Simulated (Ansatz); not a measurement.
# ZnS3: from a guess to a relaxed structure, part 2 of 2

The task: take a trial cell of ZnS3 to zero force and stress.

Ansatz 0.2.0; DFT PBE, scalar-relativistic, plane waves, PAW.

**4. Another rough relaxation**

The end of the coarse run is made exact in the group found at a tolerance of 0.06 Å and reduced to its primitive cell.

input.yaml

```yaml
crystal:
  lattice:
    - [-2.5578494758, 2.5578494758, 2.5578494758]
    - [2.5578494758, -2.5578494758, 2.5578494758]
    - [2.5578494758, 2.5578494758, -2.5578494758]
  atoms:
    - { symbol: Zn, position: [0.0, 0.0, 0.0] }
    - { symbol: S, position: [0.0, 0.5, 0.5] }
    - { symbol: S, position: [0.5, 0.0, 0.5] }
    - { symbol: S, position: [0.5, 0.5, 0.0] }
basis:
  ecutwfc: 420
kpoints:
  mp_grid: { grid: [6, 6, 6] }
hamiltonian:
  xc: pbe
scf:
  occupations: { method: gaussian, width: 0.1 }
  lower_state_search: "off"
output:
  forces: true
  stress: true
  eigenvalues: true
relax:
  adjacent_minimum: "off"
  f_tol: 0.04
  max_steps: 70
  cell: { stress_tol: 0.4 }
```

Command:

```
$ ansatz run input.yaml --threads 1 --pin off --max-ram 2560MiB --backend cpu --events-out ev --progress --plain --runs-dir out
```

Log, cut to the lines that bear on the results:

```text
Warning: RAYON_NUM_THREADS=1 ignored (pool sized by the plan → 1); use --threads N
[...]
Pseudopotentials: kind: paw
Pseudopotential: Zn, paw, valence charge 12, recommended cutoff 420 eV (normal), Zn.paw.azcp
Pseudopotential: S, paw, valence charge 6, recommended cutoff 420 eV (normal), S.paw.azcp
Functional definition: PBE
[...]
Crystal: 4 atoms, lattice volume = 66.940 Å³
Basis set: ecut = 420 eV, 1289 PW (Γ), exchange–correlation on 60×60×60 points (8 copies of the dense FFT grid, shifted against one another)
Bands: 19, of which v1, the nominal top of the filled ones, is band 15 counted from 1 (14 counted from 0)
Symmetry: 48 space group operations
Space group: Im-3m (ITA 229), of the structure as read, at distance tolerance 4.1e-5 Å
k-points: 16 of 216
[...]
SCF iter   1: F=—  HF=-6024.906645 eV  |F-HF|=—  |Δ(HF+E_count)|=         —  Δρ=2.36e-3  dr2=3.40e-3  ethr=1.77e-3  ⟨swp⟩=5.4  Hψ=1516  notcnv=0
[...]
  P = ⅓ Tr σ = -0.1048 GPa (-1.048 kbar)
--- Band table (eV; the first three rows and the last of 16) ---
  k-point 0: bands = ["-7.3561", "-2.4321", "-2.4321", "1.8539", "1.8539", "1.8539", "2.1235", "2.1235", "3.1509", "3.1509", "3.1509", "5.3085", "5.3085", "5.3085", "7.9091", "11.8896", "11.8896", "11.8896", "12.3471"]
[...]
--- Relaxed structure (2 steps of the walk, 2 accepted, 1 SCFs on fresh bases) ---
  F+E_penalty+E_count = -6024.90617576 eV   max|allowed force component| = 2.035e-30 eV/Å   (the final SCF, on the basis selected at the relaxed cell)
  cell:  # Å, volume = 66.6724 Å³
    - [-2.5544374744484584, 2.5544374744484584, 2.5544374744484584]
    - [2.5544374744484584, -2.5544374744484584, 2.5544374744484584]
    - [2.5544374744484584, 2.5544374744484584, -2.5544374744484584]
  atoms:
    - { symbol: Zn, position: [-7.941257909969907e-35, 9.411861226631e-35, 6.568694814419553e-35] }
    - { symbol: S, position: [-3.624606790835674e-36, 0.5, 0.5] }
    - { symbol: S, position: [0.5, -2.748766682014091e-35, 0.5] }
    - { symbol: S, position: [0.5, 0.5, -9.642940988331057e-35] }
```

Run time: 7.8 s. Hardware: 1 thread of Intel Xeon at 2.70GHz, shared host; peak memory 0.36 GiB.

Relaxation path:

| step | E - E(step 1) (eV/cell) | largest force component (eV/Å) | pressure (GPa) | volume (Å³) |
| --- | --- | --- | --- | --- |
| 1 | 0.0000 | 0.0000 | -0.43 | 66.94 |
| 2 | -0.0005 | 0.0000 | -0.10 | 66.67 |
| 3 | -0.0004 | 0.0000 | -0.10 | 66.67 |

Step 1 is the start. Step 3 repeats the geometry before it on a plane-wave basis chosen anew for that cell, so its energy need not be comparable with the rows above.

Lengths and angles in the start's conventional setting:

|  | before | after | change |
| --- | --- | --- | --- |
| a (Å) | 5.116 | 5.109 | -0.1 % |
| b (Å) | 5.116 | 5.109 | -0.1 % |
| c (Å) | 5.116 | 5.109 | -0.1 % |
| volume (Å³/atom) | 16.73 | 16.67 | -0.4 % |
| shortest distance (Å) | 2.558 | 2.554 | -0.1 % |
| space group (0.01 Å) | Im-3m | Im-3m | same |

Forces and stress were held to the start's 48 operations: a distortion of lower symmetry was not tested.

**5. Full relaxation**

The end of the coarse run is made exact in the group found at a tolerance of 0.06 Å and reduced to its primitive cell.

input.yaml

```yaml
crystal:
  lattice:
    - [-2.5544374744, 2.5544374744, 2.5544374744]
    - [2.5544374744, -2.5544374744, 2.5544374744]
    - [2.5544374744, 2.5544374744, -2.5544374744]
  atoms:
    - { symbol: Zn, position: [0.0, 0.0, 0.0] }
    - { symbol: S, position: [0.0, 0.5, 0.5] }
    - { symbol: S, position: [0.5, 0.0, 0.5] }
    - { symbol: S, position: [0.5, 0.5, 0.0] }
basis:
  ecutwfc: 420
kpoints:
  mp_grid: { grid: [12, 12, 12] }
hamiltonian:
  xc: pbe
scf:
  occupations: { method: gaussian, width: 0.1 }
output:
  forces: true
  stress: true
  eigenvalues: true
relax:
  adjacent_minimum: "off"
  f_tol: 0.01
  max_steps: 80
  cell: { stress_tol: 0.05 }
```

Command:

```
$ ansatz run input.yaml --threads 1 --pin off --max-ram 2560MiB --backend cpu --events-out ev --progress --plain --runs-dir out
```

Log, cut to the lines that bear on the results:

```text
Warning: RAYON_NUM_THREADS=1 ignored (pool sized by the plan → 1); use --threads N
[...]
[... 4 set-up lines as earlier in the session ...]
[...]
Crystal: 4 atoms, lattice volume = 66.672 Å³
Basis set: ecut = 420 eV, 1289 PW (Γ), exchange–correlation on 60×60×60 points (8 copies of the dense FFT grid, shifted against one another)
Bands: 19, of which v1, the nominal top of the filled ones, is band 15 counted from 1 (14 counted from 0)
[... 2 set-up lines as earlier in the session ...]
k-points: 72 of 1728
[...]
SCF iter   1: F=—  HF=-6025.075121 eV  |F-HF|=—  |Δ(HF+E_count)|=         —  Δρ=1.97e-3  dr2=1.68e-3  ethr=1.77e-3  ⟨swp⟩=5.4  Hψ=6957  notcnv=0
[...]
  k-point 0: bands = ["-7.3566", "-2.4273", "-2.4273", "1.8770", "1.8770", "1.8770", "2.1462", "2.1462", "3.1497", "3.1497", "3.1497", "5.3163", "5.3163", "5.3163", "7.9240", "11.8959", "11.8959", "11.8959", "12.3504"]
[...]
--- Relaxed structure (2 steps of the walk, 2 accepted, 1 SCFs on fresh bases) ---
  F+E_penalty+E_count = -6025.07476925 eV   max|allowed force component| = 7.132e-30 eV/Å   (the final SCF, on the basis selected at the relaxed cell)
  cell:  # Å, volume = 66.6346 Å³
    - [-2.5539550054006703, 2.5539550054006703, 2.5539550054006703]
    - [2.5539550054006703, -2.5539550054006703, 2.5539550054006703]
    - [2.5539550054006703, 2.5539550054006703, -2.5539550054006703]
  atoms:
    - { symbol: Zn, position: [3.0678492169093435e-39, -1.0123902415800829e-37, -7.976407963964288e-38] }
    - { symbol: S, position: [-1.1891623638454167e-35, 0.49999999999999994, 0.49999999999999994] }
    - { symbol: S, position: [0.49999999999999994, -6.875679125528155e-36, 0.49999999999999994] }
    - { symbol: S, position: [0.49999999999999994, 0.49999999999999994, -2.8893070184527636e-36] }
```

Wall time 16 s (1 thread of Intel Xeon at 2.70GHz, shared host); peak memory 0.41 GiB.

Step by step:

```
step  energy from step 1 (eV/cell)  largest force component (eV/Å)  pressure (GPa)  volume (Å³)
   1                        0.0000                          0.0000           -0.06        66.67
   2                        0.0000                          0.0000           -0.02        66.63
   3                        0.0000                          0.0000           -0.02        66.63
```

Step 1 is the start. Step 3 repeats the geometry before it on a plane-wave basis chosen anew for that cell, so its energy need not be comparable with the rows above.

Lengths and angles in the start's conventional setting:

|  | before | after | change |
| --- | --- | --- | --- |
| a (Å) | 5.109 | 5.108 | 0.0 % |
| b (Å) | 5.109 | 5.108 | 0.0 % |
| c (Å) | 5.109 | 5.108 | 0.0 % |
| volume (Å³/atom) | 16.67 | 16.66 | -0.1 % |
| shortest distance (Å) | 2.554 | 2.554 | 0.0 % |
| space group (0.01 Å) | Im-3m | Im-3m | same |

Forces and stress were held to the start's 48 operations: a distortion of lower symmetry was not tested.

**6. Summary of results**

The summary covers parts 1 to 2. Changes of volume or cell count from the first structure of part 1.

| quantity | value |
| --- | --- |
| symmetry at the end (tolerance 0.05 Å) | space group Im-3m (No. 229) |
| conventional cell | a = 5.108 Å, b = 5.108 Å, c = 5.108 Å, α = 90.00°, β = 90.00°, γ = 90.00° |
| volume | 16.66 Å³/atom |
| energy over the elements | +0.03 eV/atom |
| gap on the mesh | none (metal) |

In words: The space group Im-3m (No. 229) is kept, and the volume per atom shrinks by 25.6 % from the first guess. The formation energy of this structure is too near zero to say whether it is bound against the elements. No finished test with a distortion of lower symmetry is shown, so the end may be a saddle point. Spin polarisation is off in the runs that give these values; a magnetic solution could lie lower.
